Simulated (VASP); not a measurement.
# TiN (Osbornite) (Fm-3m) in VASP: a series of runs

One crystal, TiN (Osbornite), is run at these levels: PBE, LDA, r2SCAN; tasks: band structure, density of states, optical spectrum.

Program: VASP 6.6.1. These are calculated values, not measurements. Logs are shortened: lines on timing, memory, paths and dates and some standing lists are left out, and cuts for length are marked.

## (1) Starting point

It takes space group Fm-3m (No. 225, cubic). The conventional cell has a = 4.206 Å, b = 4.206 Å, c = 4.206 Å, α = 90.00°, β = 90.00°, γ = 90.00°. Ti (site symmetry m-3m) has 6 N at 2.10 Å as nearest neighbours. Around N (site symmetry m-3m) lie 6 Ti at 2.10 Å.

## (2) Band structure, PBE

Contents of INCAR:

```
PREC = Accurate
ENCUT = 520
EDIFF = 1E-6
ISMEAR = 1
SIGMA = 0.1
LREAL = F
LASPH = T
NELM = 80
ALGO = Normal
ISIF = 2
LWAVE = F
LCHARG = F
LMAXMIX = 4
GGA = PE
NBANDS = 16
```

Contents of KPOINTS:

```
Automatic mesh
0
Gamma
  16 16 16
```

Contents of POSCAR:

```
TiN                                     
1.0
    0.0000000000      2.1029354761      2.1029354761
    2.1029354761      0.0000000000      2.1029354761
    2.1029354761      2.1029354761      0.0000000000
  Ti              N             
     1     1
Direct
     0.0000000000000000    0.0000000000000000    0.0000000000000000
     0.5000000000000000    0.5000000000000000    0.5000000000000000
```

Contents of KPOINTS_OPT:

```
explicit points
252
Reciprocal
 0.0000000000  0.0000000000  0.0000000000 1
 0.0357142857  0.0000000000  0.0357142857 1
 0.0714285714  0.0000000000  0.0714285714 1
 0.1071428571  0.0000000000  0.1071428571 1
 0.1428571429  0.0000000000  0.1428571429 1
 0.1785714286  0.0000000000  0.1785714286 1
[... 244 lines left out ...]
 0.4916535100  0.0083464900  0.5000000000 1
 0.5083464900 -0.0083464900  0.5000000000 1
```

Potentials or basis: VASP PAW PBE potentials, release 64 (Ti_sv, N).

On the command line:

```sh
$ cat potpaw_PBE.64/Ti_sv/POTCAR potpaw_PBE.64/N/POTCAR > POTCAR
$ mpirun -np 1 vasp_std > vasp.out
```

OUTCAR:

```text
PREC = Accurate
   ENCUT = 520
   EDIFF = 1E-6
   ISMEAR = 1
   LREAL = F
   LASPH = T
   NELM = 80
   ISIF = 2
   GGA = PE

 ion  position               nearest neighbor table
   1  0.000  0.000  0.000-   2 2.10   2 2.10   2 2.10   2 2.10   2 2.10   2 2.10
   2  0.500  0.500  0.500-   1 2.10   1 2.10   1 2.10   1 2.10   1 2.10   1 2.10

  LATTYP: Found a face centered cubic cell.
 ALAT       =     4.2058709522

  Lattice vectors:

 A1 = (   0.0000000000,   2.1029354761,   2.1029354761)
 A2 = (   2.1029354761,   0.0000000000,   2.1029354761)
 A3 = (   2.1029354761,   2.1029354761,   0.0000000000)

Analysis of symmetry for initial positions (statically):
=====================================================================
 Subroutine PRICEL returns:
 Original cell was already a primitive cell.

 Routine SETGRP: Setting up the symmetry group for a
 face centered cubic supercell.

 Subroutine GETGRP returns: Found 48 space group operations
 (whereof 48 operations were pure point group operations)
 out of a pool of 48 trial point group operations.

The static configuration has the point symmetry O_h .

Analysis of symmetry for dynamics (positions and initial velocities):
=====================================================================
 Subroutine PRICEL returns:
 Original cell was already a primitive cell.

 Routine SETGRP: Setting up the symmetry group for a
 face centered cubic supercell.

 Subroutine GETGRP returns: Found 48 space group operations
 (whereof 48 operations were pure point group operations)
 out of a pool of 48 trial point group operations.

The dynamic configuration has the point symmetry O_h .

 Subroutine INISYM returns: Found 48 space group operations
 (whereof 48 operations are pure point group operations),
 and found     1 'primitive' translations

----------------------------------------------------------------------------------------

                                     Primitive cell

  volume of cell :      18.5998

  direct lattice vectors                    reciprocal lattice vectors
     0.000000000  2.102935476  2.102935476    -0.237762882  0.237762882  0.237762882
     2.102935476  0.000000000  2.102935476     0.237762882 -0.237762882  0.237762882
     2.102935476  2.102935476  0.000000000     0.237762882  0.237762882 -0.237762882

  length of vectors
     2.973999871  2.973999871  2.973999871     0.411817392  0.411817392  0.411817392

  position of ions in fractional coordinates (direct lattice)
     0.000000000  0.000000000  0.000000000
     0.500000000  0.500000000  0.500000000

  ion indices of the primitive-cell ions
   primitive index   ion index
                 1           1
                 2           2

----------------------------------------------------------------------------------------

 KPOINTS: Automatic mesh

Automatic generation of k-mesh.
 Grid dimensions read from file:
 generate k-points for:   16   16   16

 Generating k-lattice:

  Cartesian coordinates                     Fractional coordinates (reciprocal lattice)
    -0.014860180  0.014860180  0.014860180     0.062500000  0.000000000  0.000000000
     0.014860180 -0.014860180  0.014860180     0.000000000  0.062500000  0.000000000
     0.014860180  0.014860180 -0.014860180     0.000000000  0.000000000  0.062500000

  Length of vectors
     0.025738587  0.025738587  0.025738587

  Shift w.r.t. Gamma in fractional coordinates (k-lattice)
     0.000000000  0.000000000  0.000000000

 Subroutine IBZKPT returns following result:
 ===========================================

 Found    145 irreducible k-points:

 Following reciprocal coordinates:
            Coordinates               Weight
  0.000000  0.000000  0.000000      1.000000
  0.062500  0.000000  0.000000      8.000000
  0.125000  0.000000  0.000000      8.000000
  0.187500  0.000000  0.000000      8.000000
  0.250000  0.000000  0.000000      8.000000
  0.312500  0.000000  0.000000      8.000000
[... 16 lines left out ...]
 -0.125000  0.062500  0.000000     24.000000
 -0.062500  0.062500  0.000000     12.000000
 [... further k-points ...]
   k-points           NKPTS =    145   k-points in BZ     NKDIM =    145   number of bands    NBANDS=     16
   number of dos      NEDOS =    301   number of ions     NIONS =      2
   total plane-waves  NPLWV =  13824
   dimension x,y,z NGX =    24 NGY =   24 NGZ =   24
   dimension x,y,z NGXF=    48 NGYF=   48 NGZF=   48
   ions per type =               1   1
   NGX,Y,Z   is equivalent  to a cutoff of  13.42, 13.42, 13.42 a.u.
   NGXF,Y,Z  is equivalent  to a cutoff of  26.83, 26.83, 26.83 a.u.
 SYSTEM =  unknown system
   PREC   = accura    normal or accurate (medium, high low for compatibility)
   ISTART =      0    job   : 0-new  1-cont  2-samecut
   ICHARG =      2    charge: 1-file 2-atom 10-const
   ISPIN  =      1    spin polarized calculation?
   LNONCOLLINEAR =      F non collinear calculations
   LSORBIT =      F    spin-orbit coupling
   LASPH  =      T    aspherical Exc in radial PAW
   ENCUT  =  520.0 eV  38.22 Ry    6.18 a.u.   5.53  5.53  5.53*2*pi/ulx,y,z
   NELM   =     80;   NELMIN=  2; NELMDL= -5     # of ELM steps
   EDIFF  = 0.1E-05   stopping-criterion for ELM
   LREAL  =      F    real-space projection
   EDIFFG = 0.1E-04   stopping-criterion for IOM
   NSW    =      0    number of steps for IOM
   IBRION =     -1    ionic relax: 0-MD 1-quasi-New 2-CG
   NFREE  =      0    steps in history (QN), initial steepest desc. (CG)
   ISIF   =      2    stress and relaxation
   ISYM   =      2    0-nonsym 1-usesym 2-fastsym
   POTIM  = 0.5000    time-step for ionic-motion
   TEBEG  =    0.0;   TEEND  =   0.0 temperature during run
   PSTRESS=    0.0 pullay stress
   NELECT =      17.0000    total number of electrons
   NUPDOWN=      -1.0000    fix difference up-down
   EMIN   =  10.00;   EMAX   =-10.00  energy-range for DOS
   EFERMI =   0.00;   METHOD = LEGACY
   ISMEAR =     1;   SIGMA  =   0.10  broadening in eV -4-tet -1-fermi 0-gaus
   EFERMI_NEDOS =   21; number of points for ismear=-14 and -15
   IALGO  =     38    algorithm
   IMIX   =      4    mixing-type and parameters
     AMIX     =   0.40;   BMIX     =  1.00
     AMIX_MAG =   1.60;   BMIX_MAG =  1.00
  volume/ion in A,a.u.               =       9.30        62.76
  Fermi-wavevector in a.u.,A,eV,Ry     =   1.588749  3.002300 34.342768  2.524122
  Thomas-Fermi vector in A             =   2.687704
   LORBIT       =      0    0 simple, 1 ext, 2 COOP (PROOUT), +10 PAW based schemes
   GGA     = PE    functional components
   LHFCALC =     F    Hartree Fock is set to
   AEXX    =    0.0000 exact exchange contribution
   IVDW    =     0    specifies the selected vdW correction
   LEPSILON=     F    determine dielectric tensor
   LRPA    =     F    only Hartree local field effects (RPA)
 non-spin polarized calculation
 Methfessel and Paxton  Order N= 1 SIGMA  =   0.10
  energy-cutoff  :      520.00
  volume of cell :       18.60
 maximum number of plane-waves:       531
 NGX is ok and might be reduce to    24
   NGX = 11   NGY = 11   NGZ = 11

 number of electron      16.9999998 magnetization

 Free energy of the ion-electron system (eV)
  ---------------------------------------------------
  ext. energy  EPLUGINS =         0.00000000
  ---------------------------------------------------
  free energy    TOTEN  =       -19.62007944 eV

  energy without entropy =      -19.61869857  energy(sigma->0) =      -19.61961915

 E-fermi :  11.8114     XC(G=0): -13.1615

 val. band max:       11.8110399873   @ k =   0.3750   0.1250   0.0000
 cond. band min:      11.8150779184   @ k =  -0.1875   0.0625   0.0000
 fundamental gap:      0.0040379311
 Fermi energy:        11.8113640450

 k-point     1 :       0.0000    0.0000    0.0000
  band No.  band energies     occupation
      1     -46.0386      2.00000
      2     -21.9986      2.00000
      3     -21.9986      2.00000
      4     -21.9986      2.00000
      5      -5.4626      2.00000
      6       9.7194      2.00000
[... 8 lines left out ...]
     15      25.0494      0.00000
     16      31.8904      0.00000

 k-point     2 :       0.0625    0.0000    0.0000
  band No.  band energies     occupation
      1     -46.0345      2.00000
      2     -22.0270      2.00000
      3     -22.0009      2.00000
      4     -22.0009      2.00000
      5      -5.3829      2.00000
      6       9.2613      2.00000
[... 8 lines left out ...]
     15      25.1203      0.00000
     16      31.7843      0.00000

 k-point     3 :       0.1250    0.0000    0.0000
  band No.  band energies     occupation
      1     -46.0229      2.00000
      2     -22.1071      2.00000
      3     -22.0075      2.00000
      4     -22.0075      2.00000
      5      -5.1516      2.00000
      6       8.3204      2.00000
[... 8 lines left out ...]
     15      25.2195      0.00000
     16      31.4115      0.00000

 k-point     4 :       0.1875    0.0000    0.0000
  band No.  band energies     occupation
      1     -46.0054      2.00000
      2     -22.2252      2.00000
      3     -22.0173      2.00000
      4     -22.0173      2.00000
      5      -4.7914      2.00000
      6       7.2379      2.00000
[... 8 lines left out ...]
     15      25.1342      0.00000
     16      30.6783      0.00000
[... 324 lines left out ...]
 k-point    22 :      -0.1875    0.0625    0.0000
  band No.  band energies     occupation
      1     -45.9958      2.00000
      2     -22.2743      2.00000
      3     -22.0477      2.00000
      4     -22.0118      2.00000
      5      -4.6006      2.00000
      6       6.7246      2.00000
[... 8 lines left out ...]
     15      25.0763      0.00000
     16      29.5373      0.00000

 k-point    23 :      -0.1250    0.0625    0.0000
  band No.  band energies     occupation
      1     -46.0143      2.00000
      2     -22.1538      2.00000
      3     -22.0323      2.00000
      4     -22.0035      2.00000
      5      -4.9843      2.00000
      6       7.7194      2.00000
[... 8 lines left out ...]
     15      25.2480      0.00000
     16      30.3969      0.00000

 k-point    24 :      -0.0625    0.0625    0.0000
  band No.  band energies     occupation
      1     -46.0279      2.00000
      2     -22.0663      2.00000
      3     -22.0159      2.00000
      4     -21.9996      2.00000
      5      -5.2541      2.00000
      6       8.6261      2.00000
[... 8 lines left out ...]
     15      25.2077      0.00000
     16      31.1692      0.00000

 [... further k-points ...]
[... 5 lines left out ...]
  --------------------------------------------------------------------------------------
  -------------------------------------------------------------------------------------
  Total        1.0576107      1.0576107      1.0576107      0.0000000      0.0000000      0.0000000
  in kB       91.1021414     91.1021414     91.1021414      0.0000000      0.0000000      0.0000000
  external PRESSURE =      91.1021414 kB  Pullay stress =       0.0000000 kB

 VOLUME and BASIS-vectors are now :
 -----------------------------------------------------------------------------
  energy-cutoff  :      520.00
  volume of cell :       18.60
      direct lattice vectors                 reciprocal lattice vectors
     0.000000000  2.102935476  2.102935476    -0.237762882  0.237762882  0.237762882
     2.102935476  0.000000000  2.102935476     0.237762882 -0.237762882  0.237762882
     2.102935476  2.102935476  0.000000000     0.237762882  0.237762882 -0.237762882

 POSITION                                       TOTAL-FORCE (eV/Angst)
 -----------------------------------------------------------------------------------
      0.00000      0.00000      0.00000         0.000000      0.000000      0.000000
      2.10294      2.10294      2.10294        -0.000000     -0.000000      0.000000
 -----------------------------------------------------------------------------------
    total drift:                                0.000000     -0.000000     -0.000000

  FREE ENERGIE OF THE ION-ELECTRON SYSTEM (eV)
  ---------------------------------------------------
  free  energy   TOTEN  =       -19.6200794406 eV

  energy  without entropy=      -19.6186985705  energy(sigma->0) =      -19.61961915
```

It took 93 s on 1 thread of Intel Xeon Platinum 8375C at 2.90GHz (Ice Lake), shared host; peak memory 0.19 GiB.

What came out:

| Item | Value |
| --- | --- |
| Free energy | -19.6201 eV |
| Pressure | 9.1 GPa |
| Band gap along the path | none (metal or under the smearing width) |

Levels at the corners of the path, in eV from the Fermi level:
| point | band 6 | band 7 | band 8 | band 9 | band 10 | band 11 | band 12 | band 13 |
| --- | --- | --- | --- | --- | --- | --- | --- | --- |
| Γ | -2.09 | -2.09 | -2.09 | -0.65 | -0.65 | -0.65 | 0.59 | 0.59 |
| X | -5.91 | -3.28 | -3.28 | -3.19 | 1.69 | 2.47 | 2.47 | 3.78 |
| X | -5.91 | -3.28 | -3.28 | -3.19 | 1.69 | 2.47 | 2.47 | 3.78 |
| W | -5.57 | -5.57 | -5.49 | 0.94 | 0.94 | 2.47 | 3.26 | 4.00 |
| W | -5.57 | -5.57 | -5.49 | 0.94 | 0.94 | 2.47 | 3.26 | 4.00 |
| K | -5.94 | -5.81 | -4.57 | -0.50 | 2.04 | 2.39 | 3.74 | 3.88 |
| K | -5.94 | -5.81 | -4.57 | -0.50 | 2.04 | 2.39 | 3.74 | 3.88 |
| Γ | -2.09 | -2.09 | -2.09 | -0.65 | -0.65 | -0.65 | 0.59 | 0.59 |
| Γ | -2.09 | -2.09 | -2.09 | -0.65 | -0.65 | -0.65 | 0.59 | 0.59 |
| L | -8.25 | -5.63 | -5.63 | 1.74 | 1.74 | 2.44 | 5.92 | 5.92 |
| L | -8.25 | -5.63 | -5.63 | 1.74 | 1.74 | 2.44 | 5.92 | 5.92 |
| U | -5.94 | -5.81 | -4.57 | -0.50 | 2.04 | 2.39 | 3.74 | 3.88 |
| U | -5.94 | -5.81 | -4.57 | -0.50 | 2.04 | 2.39 | 3.74 | 3.88 |
| W | -5.57 | -5.57 | -5.49 | 0.94 | 0.94 | 2.47 | 3.26 | 4.00 |
| W | -5.57 | -5.57 | -5.49 | 0.94 | 0.94 | 2.47 | 3.26 | 4.00 |
| L | -8.25 | -5.63 | -5.63 | 1.74 | 1.74 | 2.44 | 5.92 | 5.92 |
| L | -8.25 | -5.63 | -5.63 | 1.74 | 1.74 | 2.44 | 5.92 | 5.92 |
| K | -5.94 | -5.81 | -4.57 | -0.50 | 2.04 | 2.39 | 3.74 | 3.88 |
| U | -5.94 | -5.81 | -4.57 | -0.50 | 2.04 | 2.39 | 3.74 | 3.88 |
| X | -5.91 | -3.28 | -3.28 | -3.19 | 1.69 | 2.47 | 2.47 | 3.78 |

## (3) Band structure, LDA

INCAR: that of step 2 with these lines changed.

```diff
@@ -13,3 +13,2 @@
 LMAXMIX = 4
-GGA = PE
 NBANDS = 16
```

KPOINTS is that of step 2.

POSCAR is that of step 2.

KPOINTS_OPT is that of step 2.

Potentials or basis: VASP PAW LDA potentials, release 64 (Ti_sv, N).

On the command line:

```sh
$ cat potpaw_LDA.64/Ti_sv/POTCAR potpaw_LDA.64/N/POTCAR > POTCAR
$ mpirun -np 1 vasp_std > vasp.out
```

Run time: 78 s. Hardware: 1 thread of Intel Xeon Platinum 8375C at 2.90GHz (Ice Lake), shared host; peak memory 0.18 GiB.

Results (log left out):

- Free energy: -21.6643 eV
- Pressure: -6.5 GPa
- Band gap along the path: none (metal or under the smearing width)

Levels at the corners of the path, in eV from the Fermi level:
```
point  band 6  band 7  band 8  band 9  band 10  band 11  band 12  band 13
    Γ   -2.03   -2.03   -2.03   -0.67    -0.67    -0.67     0.57     0.57
    X   -5.83   -3.22   -3.22   -3.22     1.69     2.49     2.49     3.86
    X   -5.83   -3.22   -3.22   -3.22     1.69     2.49     2.49     3.86
    W   -5.52   -5.52   -5.46    0.95     0.95     2.49     3.32     4.02
    W   -5.52   -5.52   -5.46    0.95     0.95     2.49     3.32     4.02
    K   -5.90   -5.75   -4.53   -0.49     2.06     2.41     3.80     3.90
    K   -5.90   -5.75   -4.53   -0.49     2.06     2.41     3.80     3.90
    Γ   -2.03   -2.03   -2.03   -0.67    -0.67    -0.67     0.57     0.57
    Γ   -2.03   -2.03   -2.03   -0.67    -0.67    -0.67     0.57     0.57
    L   -8.22   -5.61   -5.61    1.75     1.75     2.46     5.95     5.95
    L   -8.22   -5.61   -5.61    1.75     1.75     2.46     5.95     5.95
    U   -5.90   -5.75   -4.53   -0.49     2.06     2.41     3.80     3.90
    U   -5.90   -5.75   -4.53   -0.49     2.06     2.41     3.80     3.90
    W   -5.52   -5.52   -5.46    0.95     0.95     2.49     3.32     4.02
    W   -5.52   -5.52   -5.46    0.95     0.95     2.49     3.32     4.02
    L   -8.22   -5.61   -5.61    1.75     1.75     2.46     5.95     5.95
    L   -8.22   -5.61   -5.61    1.75     1.75     2.46     5.95     5.95
    K   -5.90   -5.75   -4.53   -0.49     2.06     2.41     3.80     3.90
    U   -5.90   -5.75   -4.53   -0.49     2.06     2.41     3.80     3.90
    X   -5.83   -3.22   -3.22   -3.22     1.69     2.49     2.49     3.86
```

(Part 1 of 3 ends here.)
